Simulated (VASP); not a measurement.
Crystal: Pt.

```
Pt
1.0
    -1.58422    1.58422    1.58422
     1.58422   -1.58422    1.58422
     1.58422    1.58422   -1.58422
Pt
1
Direct
  0.00000 0.00000 0.00000
```

This isn't the form of Pt at room conditions, which is fcc.

| Property | Result |
| --- | --- |
| Program | VASP 6.6.1 |
| Task | relaxation of cell and atoms |
| Functional | LDA |
| Potentials or basis | VASP PAW LDA potentials, release 64 (Pt) |
| Cutoff | 600 eV |
| k mesh | 10 × 10 × 10 |
| Occupations | fermi-dirac, width 0.05 eV |
| Spin | no spin polarisation |

At the start: pressure -15.2 GPa; volume 15.90 Å³/atom.

Q: How do energy, volume and symmetry change on relaxing?

A: Over 5 steps the energy falls by 47.9 meV/atom and the volume is 14.95 Å³/atom (-6.0 %); space group Im-3m (No. 229, to 0.05 Å).

The path:
```
step  energy change (eV)  largest force (eV/Å)  pressure (GPa)  volume (Å³)
   1              0.0000                0.0000          -15.20        15.90
   2              0.4036                0.0000           75.40        12.68
   3             -0.0477                0.0000           -1.17        15.02
   4             -0.0479                0.0000           -0.31        14.97
   5             -0.0479                0.0000            0.05        14.95
```

Final structure:
```
Pt
1.0
    -1.55200    1.55200    1.55200
     1.55200   -1.55200    1.55200
     1.55200    1.55200   -1.55200
Pt
1
Cartesian
  0.0000 0.0000 0.0000
```
